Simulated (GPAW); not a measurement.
**A self-consistent single point of LiI (Fm-3m, 2 atoms in the cell) with GPAW**

Computed with PBE, GPAW PAW datasets PBE (gpaw-data 1.0.1) (plane waves; GPAW 25.7.0).

Input as run:

```python
from ase import Atoms
from ase.units import GPa
from gpaw import GPAW

atoms = Atoms(['Li', 'I'],
              cell=[[0.000000, 2.939412, 2.939412],
                    [2.939412, 0.000000, 2.939412],
                    [2.939412, 2.939412, 0.000000]],
              positions=[[0.000000, 0.000000, 0.000000],
                         [2.939412, 2.939412, 2.939412]],
              pbc=True)

calc = GPAW(mode={'name': 'pw', 'ecut': 600},
            xc='PBE',
            kpts=(5, 5, 5),
            occupations={'name': 'fermi-dirac', 'width': 0.0},
            nbands=-4,
            convergence={'density': 1e-05, 'bands': -2},
            symmetry={'symmorphic': False, 'tolerance': 0.0005},
            maxiter=100,
            txt='-')

atoms.calc = calc

energy = atoms.get_potential_energy()
print('Energy (eV):', round(energy, 6))
forces = atoms.get_forces()
print('Forces (eV/Ang):')
print(forces.round(5))
stress = atoms.get_stress()
print('Stress (GPa, Voigt):', (stress / GPa).round(4))
```

Output (repeated stretches shortened):

```
Input parameters:
  convergence: {bands: -2,
                density: 1e-05}
  kpts: [5 5 5]
  maxiter: 100
  mode: {ecut: 600,
         name: pw}
  nbands: -4
  occupations: {name: fermi-dirac,
                width: 0.0}
  symmetry: {symmorphic: False,
             tolerance: 0.0005}
  xc: PBE

species:
  Li:
    name: Lithium
    Z: 3.0
    valence: 1
    core: 2
    charge: 0.0
    file: Li.PBE.gz

    # Using partial waves for Li as LCAO basis

  I:
    name: Iodine
    Z: 53.0
    valence: 7
    core: 46
    charge: 0.0
    file: I.PBE.gz

    # Using partial waves for I as LCAO basis

Reference energy: -193743.583487  # eV

Spin-paired calculation

Convergence criteria:
 Maximum [total energy] change in last 3 cyles: 0.0005 eV / valence electron
 Maximum integral of absolute [dens]ity change: 1e-05 electrons / valence electron
 Maximum integral of absolute [eigenst]ate change: 4e-08 eV^2 / valence electron
 Maximum number of scf [iter]ations: 100

Symmetries present (total): 48
Symmetries with fractional translations: 0
125 k-points: 5 x 5 x 5 Monkhorst-Pack grid
10 k-points in the irreducible part of the Brillouin zone
       k-points in crystal coordinates                weights
   0:     0.00000000    0.00000000    0.00000000          1/125
   1:     0.20000000    0.20000000    0.00000000          6/125
   2:     0.20000000    0.20000000    0.20000000          8/125
   [... 7 lines left out ...]

Wave functions: Plane wave expansion
  Cutoff energy: 600.000 eV
  Number of coefficients (min, max): 1685, 1708
  Pulay-stress correction: 0.000000 eV/Ang^3 (de/decut=0.000000)

Occupation numbers: # Zero width

Eigensolver

Densities:
  Coarse grid: 24*24*24 grid
  Fine grid: 48*48*48 grid
  Total Charge: 0.000000

Density mixing:
  Method: separate
  Backend: pulay
  Linear mixing parameter: 0.05
  old densities: 5
  Damping of long wavelength oscillations: 50

Hamiltonian:
  XC and Coulomb potentials evaluated on a 48*48*48 grid
  External potential:
    NoExternalPotential

XC parameters: PBE with 2 nearest neighbor stencil

Number of atoms: 2
Number of atomic orbitals: 8
Number of bands in calculation: 8
Number of valence electrons: 8
Bands to converge: 6

Density initialized from atomic densities
  8 bands from LCAO basis set

Atomic positions and initial magnetic moments

Positions:
   0 Li     0.000000    0.000000    0.000000    ( 0.0000,  0.0000,  0.0000)
   1 I      2.939412    2.939412    2.939412    ( 0.0000,  0.0000,  0.0000)

Unit cell:
           periodic     x           y           z      points  spacing
  1. axis:    yes    0.000000    2.939412    2.939412    24     0.1414
  2. axis:    yes    2.939412    0.000000    2.939412    24     0.1414
  3. axis:    yes    2.939412    2.939412    0.000000    24     0.1414

  Lengths:   4.156956   4.156956   4.156956
  Angles:   60.000000  60.000000  60.000000

Effective grid spacing dv^(1/3) = 0.1543

     iter     time        total  log10-change:
                         energy   eigst   dens
iter:   1 --:--:--    -5.769217   +0.17
iter:   2 --:--:--    -5.770892   -0.79  -1.39
iter:   3 --:--:--    -5.781868   -1.58  -1.41
iter:   4 --:--:--    -5.781703   -2.55  -2.25
iter:   5 --:--:--    -5.781702c  -3.47  -2.76
iter:   6 --:--:--    -5.781521c  -4.31  -2.75
iter:   7 --:--:--    -5.781450c  -5.14  -3.01
iter:   8 --:--:--    -5.781445c  -5.74  -3.03
iter:   9 --:--:--    -5.781445c  -6.52  -3.53
iter:  10 --:--:--    -5.781446c  -7.20  -3.74
iter:  11 --:--:--    -5.781445c  -7.12  -3.77
iter:  12 --:--:--    -5.781445c  -8.10c -4.34
iter:  13 --:--:--    -5.781445c  -8.56c -4.36
iter:  14 --:--:--    -5.781445c  -8.41c -4.39
iter:  15 --:--:--    -5.781445c  -7.22  -4.25
iter:  16 --:--:--    -5.781445c  +0.17  -4.55
iter:  17 --:--:--    -5.781445c  -2.54  -4.56
iter:  18 --:--:--    -5.781445c  -4.30  -5.32c
iter:  19 --:--:--    -5.781445c  -5.69  -5.52c
iter:  20 --:--:--    -5.781445c  -7.00  -5.64c
iter:  21 --:--:--    -5.781445c  -8.15c -5.68c

Converged after 21 iterations.

Dipole moment: (-0.000000, -0.000000, -0.000000) |e|*Ang

Energy contributions relative to reference atoms: (reference = -193743.583487)

Kinetic:        +10.815518
Potential:      -10.508771
External:        +0.000000
XC:              -6.069134
Entropy (-ST):   +0.000000
Local:           -0.019058
SIC:             +0.000000
--------------------------
Free energy:     -5.781445
Extrapolated:    -5.781445

Showing only first 2 kpts
 Kpt  Band  Eigenvalues  Occupancy
  0     2      2.51284    2.00000
  0     3      2.51284    2.00000
  0     4      7.07381    0.00000
  0     5     12.38655    0.00000

  1     2      1.96989    2.00000
  1     3      1.96989    2.00000
  1     4      8.64247    0.00000
  1     5      9.28026    0.00000

Fermi level: 4.79332

Gap: 4.561 eV
Transition (v -> c):
  (s=0, k=0, n=3, [0.00, 0.00, 0.00]) -> (s=0, k=0, n=4, [0.00, 0.00, 0.00])
No difference between direct/indirect transitions
Energy (eV): -5.781445

Forces in eV/Ang:
  0 Li    0.00000   -0.00000    0.00000
  1 I     0.00000   -0.00000   -0.00000

Stress tensor:
    -0.010987     0.000000     0.000000
     0.000000    -0.010987    -0.000000
     0.000000    -0.000000    -0.010987
Stress (GPa, Voigt): [-1.7602 -1.7602 -1.7602 -0.      0.      0.    ]
```

The run converged in 21 iterations. GPAW prints stress with tension positive.

The starting cell comes from a database of computed structures (which also holds hypothetical and non-ambient phases and stackings), without a prior relaxation at this level. Its lattice was rescaled by a random factor within 2.5 % of one. Spin-orbit coupling is off. Another mesh or the band path of this cell gives a smaller gap, so this value is not converged in the mesh.
